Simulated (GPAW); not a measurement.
# CdTe (F-43m) in GPAW: single point with PBE

Aim: the single point of CdTe with PBE.

All numbers are computed with GPAW 26.7.0; they aren't measurements. Logs are shortened: lines on timing, memory, paths and dates and some standing lists are left out, and cuts for length are marked. The log counts tension as positive stress, the text compression.

**Experimental background.**

A printed reference work, data compilation reports, for a bulk crystal of CdTe at 0 K: band gap 1.607 eV.

How close the calculation comes is told below.

## Step 1: The crystal as given

It takes space group F-43m (No. 216, cubic). The conventional cell has a = 6.410 Å, b = 6.410 Å, c = 6.410 Å, α = 90.00°, β = 90.00°, γ = 90.00°. Te (site symmetry -43m) has 4 Cd at 2.78 Å as nearest neighbours. Cd (site symmetry -43m) is surrounded by 4 Te at 2.78 Å.

## Step 2: Single point, PBE

run.py

```python
from ase.dft.bandgap import bandgap
from ase.io import read, write
from ase.units import GPa
from gpaw import GPAW, PW

atoms = read('CdTe.xyz')

calc = GPAW(mode=PW(450),
            xc='PBE',
            kpts={'size': (6, 6, 6), 'gamma': True},
            occupations={'name': 'fermi-dirac', 'width': 0.05},
            nbands=18,
            maxiter=120,
            txt='gpaw.txt')
atoms.calc = calc
energy = atoms.get_potential_energy()
forces = atoms.get_forces()
stress = atoms.get_stress()
calc.write('gs.gpw')
write('result.traj', atoms)
print(f'Energy: {energy:.6f} eV')
print('Forces (eV/A):')
print(forces.round(4))
print('Stress (GPa):', (stress / GPa).round(3))
print('Fermi level:', round(calc.get_fermi_level(), 4), 'eV')
print(f'Gap: {bandgap(calc)[0]:.4f} eV, direct: {bandgap(calc, direct=True)[0]:.4f} eV')
```

CdTe.xyz

```xyz
2
Lattice="0.0000000000 3.2050000000 3.2050000000 3.2050000000 0.0000000000 3.2050000000 3.2050000000 3.2050000000 0.0000000000" Properties=species:S:1:pos:R:3 pbc="T T T"
Te     4.8075000000      4.8075000000      4.8075000000
Cd     0.0000000000      0.0000000000      0.0000000000
```

Potentials or basis: GPAW PAW data sets (gpaw-data 1.2.1), pw.

The run is started by

```bash
OMP_NUM_THREADS=1 python run.py
```

gpaw.txt:

```text
__  _  _
 | _ |_)|_||  |
 |__||  | ||/\| - 26.7.0

Input parameters:
  mode=PW(ecut=450.00000000000006),
  kpts=MonkhorstPack(size=(6, 6, 6), gamma=True),
  maxiter=120,
  nbands=18,
  occupations=Occupations(name='fermi-dirac', width=0.05),
  xc=XC(name='PBE')

Diagonalizing LCAO Hamiltonian
Converting LCAO to pw mode

                      Te

       Cd

Atoms  # Å, Bohr magnetons
|   | symbol |        x |        y |        z |    initial magnetic moments |
|---|--------|----------|----------|----------|-----------------------------|
| 0 |     Te | 4.807500 | 4.807500 | 4.807500 | ( 0.0000,  0.0000,  0.0000) |
| 1 |     Cd | 0.000000 | 0.000000 | 0.000000 | ( 0.0000,  0.0000,  0.0000) |

Unit cell  # Å
| periodic |        x |        y |        z |  lengths |    angles |
|----------|----------|----------|----------|----------|-----------|
|      yes | 0.000000 | 3.205000 | 3.205000 | 4.532554 | 60.000000 |
|      yes | 3.205000 | 0.000000 | 3.205000 | 4.532554 | 60.000000 |
|      yes | 3.205000 | 3.205000 | 0.000000 | 4.532554 | 60.000000 |

Number of symmetries: 24
Symmetry operations  # r_c * U_cc + t_c -> r_c
|    | kind |            matrix            |
|----|------|------------------------------|
|  0 |  E   |  1, 0, 0,  0, 1, 0,  0, 0, 1 |
|  1 |  σ   |  1, 0, 0,  0, 0, 1,  0, 1, 0 |
|  2 |  σ   |  1, 0,-1,  0, 1,-1,  0, 0,-1 |
|  3 |  C3  |  1, 0,-1,  0, 0,-1,  0, 1,-1 |
|  4 |  C3  |  1,-1, 0,  0,-1, 1,  0,-1, 0 |
|  5 |  σ   |  1,-1, 0,  0,-1, 0,  0,-1, 1 |
|  6 |  σ   |  0, 1, 0,  1, 0, 0,  0, 0, 1 |
|  7 |  C3  |  0, 1, 0,  0, 0, 1,  1, 0, 0 |
|  8 |  C2  |  0, 1,-1,  1, 0,-1,  0, 0,-1 |
|  9 |  S4  |  0, 1,-1,  0, 0,-1,  1, 0,-1 |
| 10 |  C3  |  0, 0, 1,  1, 0, 0,  0, 1, 0 |
| 11 |  σ   |  0, 0, 1,  0, 1, 0,  1, 0, 0 |
| 12 |  S4  |  0, 0,-1,  1, 0,-1,  0, 1,-1 |
| 13 |  C3  |  0, 0,-1,  0, 1,-1,  1, 0,-1 |
| 14 |  S4  |  0,-1, 1,  1,-1, 0,  0,-1, 0 |
| 15 |  C2  |  0,-1, 1,  0,-1, 0,  1,-1, 0 |
| 16 |  C3  |  0,-1, 0,  1,-1, 0,  0,-1, 1 |
| 17 |  S4  |  0,-1, 0,  0,-1, 1,  1,-1, 0 |
| 18 |  S4  | -1, 1, 0, -1, 0, 1, -1, 0, 0 |
| 19 |  C3  | -1, 1, 0, -1, 0, 0, -1, 0, 1 |
| 20 |  C3  | -1, 0, 1, -1, 1, 0, -1, 0, 0 |
| 21 |  S4  | -1, 0, 1, -1, 0, 0, -1, 1, 0 |
| 22 |  σ   | -1, 0, 0, -1, 1, 0, -1, 0, 1 |
| 23 |  C2  | -1, 0, 0, -1, 0, 1, -1, 1, 0 |

BZ-sampling:
  Number of BZ points: 216
  Number of IBZ points: 16

  Monkhorst-Pack size: [6, 6, 6]
  Monkhorst-Pack shift: [0.08333333333333333, 0.08333333333333333, 0.08333333333333333]

K-points  # in reciprocal-cell coordinates
|     |                                coordinates |     weight |
|-----|--------------------------------------------|------------|
|   0 | (  0.00000000,   0.00000000,   0.00000000) | 0.00462963 |
|   1 | (  0.16666667,   0.16666667,   0.00000000) | 0.02777778 |
|   2 | (  0.16666667,   0.16666667,   0.16666667) | 0.03703704 |
|   3 | (  0.33333333,   0.16666667,   0.16666667) | 0.05555556 |
|   4 | (  0.33333333,   0.33333333,  -0.33333333) | 0.05555556 |
|   5 | (  0.33333333,   0.33333333,   0.00000000) | 0.02777778 |
|   6 | (  0.33333333,   0.33333333,   0.16666667) | 0.11111111 |
|   7 | (  0.33333333,   0.33333333,   0.33333333) | 0.03703704 |
|   8 | (  0.50000000,   0.33333333,  -0.33333333) | 0.11111111 |
|   9 | (  0.50000000,   0.33333333,  -0.16666667) | 0.05555556 |
| ... |                                            |            |
|  15 | (  0.50000000,   0.50000000,   0.50000000) | 0.01851852 |

Plane wave coefficients: 1458
Cutoff: 450.00000000000006 eV

Spin-components: 1 (collinear spins)
Bands:           18
Projectors:      11
Spin-degeneracy: 2
Datatype:        complex128

Parallelization:
  kpt:    1
  domain: 1
  band:   1

Density:
  Valence electrons: 18.0
  Components: 1
  Grid points: [24 24 24]
  Charge: 0.0  # |e|

Potential:
  Grid points: [24 24 24]

species:
  Te:
    name:    Tellurium
    Z:       52.0
    valence: 6
    core:    46
    charge:  0.0  # [|e|]
    compensation charges:
      type: gauss
      rc: 0.36  # [Å]
      lmax: 2
    cutoffs:
      filter: 2.09  # [Å]
      core: 3.17  # [Å]
    projectors
    | kind |    occ | energy [eV] | rcut [Å] |
    |------|--------|-------------|----------|
    |   5s |  2.000 |     -15.089 |    1.180 |
    |   5p |  4.000 |      -5.955 |    1.196 |
    |    s |        |      12.123 |    1.180 |
    |    p |        |      21.256 |    1.196 |
    |    d |        |       0.000 |    1.238 |

    Using partial waves for Te as LCAO basis

  Cd:
    name:    Cadmium
    Z:       48.0
    valence: 12
    core:    36
    charge:  0.0  # [|e|]
    compensation charges:
      type: gauss
      rc: 0.38  # [Å]
      lmax: 2
    cutoffs:
      filter: 2.12  # [Å]
      core: 2.62  # [Å]
    projectors
    | kind |    occ | energy [eV] | rcut [Å] |
    |------|--------|-------------|----------|
    |   5s |  2.000 |      -5.655 |    1.191 |
    |   5p |  0.000 |      -1.186 |    1.228 |
    |   4d | 10.000 |     -11.739 |    1.164 |
    |    s |        |      21.556 |    1.191 |
    |    p |        |      26.026 |    1.228 |
    |    d |        |      15.473 |    1.164 |

    Using partial waves for Cd as LCAO basis

Reference energy: -336963.801770  # eV

eigensolver:
  PPCG
  Converge bands: occupied
  niter=2

density mixing:
  MSR1-Mixer
  Pratt-step length: 0.05
  Maximum mixing coefficient: 0.75
  Old densities: 10
  SVD Regularization: 0.005
  Good broyden scale: 1.0
  Trust region scale: 1.0
  Backstep threshold: 4.0
  History deletion threshold: 6.0
  Fourier metric: weight=20.0, sigma=0.015

occupation numbers:
  Fermi-Dirac:
    width: 0.0500  # eV

poisson solver:
  ecut: 3600.0000000000005  # eV

xc functional:
  name: PBE with 2 nearest neighbor stencil

convergence criteria:
- Maximum [total energy] change in last 3 cyles: 0.0005 eV / valence electron
- Maximum integral of absolute [dens]ity change: 0.0001 electrons / valence electron
- Maximum integral of absolute [eigenst]ate change: 4e-08 eV^2 / valence electron
maximum number of iterations: 120

SCF iterations
|iter     | |      energy | eigst |  dens |
|---------|-|-------------|-------|-------|
|iter:   1| |   -5.186472 | -0.44 |       |
|iter:   2| |   -5.142220 | -2.39 | -1.25 |
|iter:   3| |   -4.971438 | -1.78 | -1.30 |
|iter:   4| |   -4.970334 | -3.36 | -1.79 |
|iter:   5| |   -4.969964c| -3.85 | -2.24 |
|iter:   6| |   -4.970002c| -5.50 | -2.95 |
|iter:   7| |   -4.970006c| -6.70 | -3.56 |
|iter:   8| |   -4.970006c| -7.90c| -4.47c|

Converged in 8 steps
Energy contributions relative to reference atoms: (reference = -336963.801770)

Energy contributions:
  Kinetic:          22.406933
  Coulomb:         -20.253665
  Zero:              0.295174
  External:          0.000000
  Xc:               -7.418447
  Entropy:          -0.000003
  Spinorbit:         0.000000
  ----------------------------
  Free energy:      -4.970007
  Extrapolated:     -4.970006

dipole moment: (-16.506145, -16.506145, -16.506145)  # |e|*Ang

Fermi level: 4.554
Eigenvalues  # (at kpt = [0.000, 0.000, 0.000])
| band index |      eig [eV] | occ [0-2] |
|------------|---------------|-----------|
|          0 |        -7.266 |     2.000 |
|          1 |        -4.270 |     2.000 |
|          2 |        -4.270 |     2.000 |
|          3 |        -4.270 |     2.000 |
|          4 |        -3.982 |     2.000 |
|          5 |        -3.982 |     2.000 |
[... 10 lines left out ...]
|         16 |        14.189 |     0.000 |
|         17 |        14.189 |     0.000 |

Gap: 0.868 eV
Transition (v -> c):
  (s=0, k=0, n=8, [0.00, 0.00, 0.00]) -> (s=0, k=0, n=9, [0.00, 0.00, 0.00])
No difference between direct/indirect transitions

Forces  # eV/Ang
|        x |        y |        z |
|----------|----------|----------|
|  0.00000 |  0.00000 | -0.00000 |  # Te   0
| -0.00000 | -0.00000 | -0.00000 |  # Cd   1

Stress tensor  # eV/Ang^3
|         x |         y |         z |
|-----------|-----------|-----------|
| -0.019871 |  0.000000 |  0.000000 |
|  0.000000 | -0.019871 |  0.000000 |
|  0.000000 |  0.000000 | -0.019871 |

# Writing to gs.gpw (mode='')
```

Run time: 26 s. Hardware: 1 thread of Intel Xeon at 2.50GHz (Skylake/Cascade Lake), shared host; peak memory 0.15 GiB.

Results:

| Item | Value |
| --- | --- |
| Free energy | -4.9700 eV |
| Pressure | 3.2 GPa |
| Band gap on the k mesh | 0.87 eV, direct |

Levels at points of the mesh, in eV from the valence-band top:
| k point | band 6 | band 7 | band 8 | band 9 | band 10 | band 11 | band 12 | band 13 |
| --- | --- | --- | --- | --- | --- | --- | --- | --- |
| (0.00, 0.00, 0.00) | -8.07 | 0.00 | 0.00 | 0.00 | 0.87 | 4.57 | 4.57 | 4.57 |
| (0.50, 0.50, 0.00) | -7.54 | -4.47 | -1.99 | -1.99 | 2.54 | 2.67 | 9.00 | 9.30 |
| (0.50, 0.50, 0.50) | -7.69 | -4.62 | -0.83 | -0.83 | 1.85 | 5.18 | 5.18 | 7.09 |

Caveat: the cutoff is short for stress and forces, so pressures can be off by a GPa or more; spin-orbit coupling is left out, which moves the levels of the heavy elements.

## Step 3: Against experiment

Step 2. A measured gap of CdTe is 1.607 eV (0 K; a printed reference work, data compilation); the calculated 0.87 eV misses it by -0.74 eV. Spin-orbit coupling on Cd, Te is left out. The value is that of PBE, without temperature or zero-point motion. Semilocal functionals fall short of measured gaps as a rule.
